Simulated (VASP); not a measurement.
**BAs: relaxation of cell and atoms with r2SCAN**

BAs:

```
B As
1.0
     0.00000    2.38850    2.38850
     2.38850    0.00000    2.38850
     2.38850    2.38850    0.00000
B As
1 1
Direct
  0.00000 0.00000 0.00000
  0.75000 0.75000 0.75000
```

```yaml
Program: VASP 6.6.1
Task: relaxation of cell and atoms
Functional: r2SCAN
Potentials_or_basis: VASP PAW PBE potentials, release 64 (B, As)
Cutoff: 600 eV
k_mesh: 9 × 9 × 9
Occupations: gaussian, width 0.02 eV
Spin: no spin polarisation
Further_INCAR_settings: ALGO = Normal; EDIFF = 1e-07; IBRION = 2; EDIFFG = -0.01; NSW = 60; ISIF = 3
```

```json
{
 "Relaxed volume": "13.71 Å³/atom",
 "Relaxed cell": "a = 3.384 Å, b = 3.384 Å, c = 3.384 Å, α = 60.00°, β = 60.00°, γ = 60.00°",
 "Space group after relaxing (to 0.05 Å)": "F-43m (No. 216)",
 "Energy gained by relaxing": "0.2 meV/atom",
 "Ionic steps": "3",
 "Pressure after relaxing": "0.0 GPa",
 "Band gap on the k mesh": "1.43 eV, indirect (least direct gap 3.44 eV)"
}
```

The path:
```csv
step,energy change (eV),largest force (eV/Å),pressure (GPa),volume (Å³)
1,0.0000,0.0000,0.86,27.25
2,-0.0002,0.0000,-0.65,27.54
3,-0.0004,0.0000,0.01,27.41
```

Final structure:
```yaml
crystal:
  lattice:
    - [0.00000, 2.39317, 2.39317]
    - [2.39317, 0.00000, 2.39317]
    - [2.39317, 2.39317, 0.00000]
  atoms:
    - { symbol: B, position: [0.00000, 0.00000, 0.00000] }
    - { symbol: As, position: [0.75000, 0.75000, 0.75000] }
```

Levels at points of the mesh, in eV from the valence-band top:
| k point | band 1 | band 2 | band 3 | band 4 | band 5 | band 6 | band 7 | band 8 |
| --- | --- | --- | --- | --- | --- | --- | --- | --- |
| (0.00, 0.00, 0.00) | -16.10 | 0.00 | 0.00 | 0.00 | 3.44 | 3.44 | 3.44 | 5.07 |

It took 92 s on 1 thread of Intel(R) Xeon(R) Platinum 8488C (Sapphire Rapids), on a shared host, peak memory 0.17 GiB.

Caveat: the PAW data sets were made with another functional, which shifts forces and pressure a little; an odd mesh through Γ misses points on the zone boundary, where band edges often lie. r2SCAN opens gaps a little over a GGA but as a rule still falls short of measured ones.
